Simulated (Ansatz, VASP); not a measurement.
# Zr in VASP and in Ansatz

```
Zr
1.0
     1.51058   -4.39794    0.00000
     1.51058    4.39794    0.00000
    -0.12828    0.00000    3.63711
Zr
2
Direct
  0.86900 0.13100 0.25000
  0.13100 0.86900 0.75000
```

Alike in both runs: task single point; functional PBE; k mesh 6 × 6 × 6; occupations gaussian, width 0.1 eV; no spin polarisation.

|  | VASP | Ansatz |
| --- | --- | --- |
| version | VASP 6.6.1 | Ansatz 0.2.0 |
| potentials or method | VASP PAW PBE potentials, release 64 (Zr_sv) | scalar-relativistic, plane waves, PAW |
| plane-wave cutoff (eV) | 520 | 420 |
| valence electrons in the cell | 24 | 24 |

|  | VASP | Ansatz | Ansatz less VASP |
| --- | --- | --- | --- |
| gap on the k mesh at the Fermi level (eV) | none | none | - |
| pressure (GPa) | -0.2 | -0.2 | -0.03 |
| largest component of the traceless stress (GPa) | 4.34 | 4.33 | -0.008 |
| rms of the force components (eV/Å) | 0.522 | 0.518 | -0.0035 |

Atom by atom the forces differ by 0.004 eV/Å (rms over components). A gap of «none» marks a metal or a gap that the smearing closes.

Caveats: the k mesh is coarse (spacing up to 0.37 Å⁻¹), so the values aren't converged.
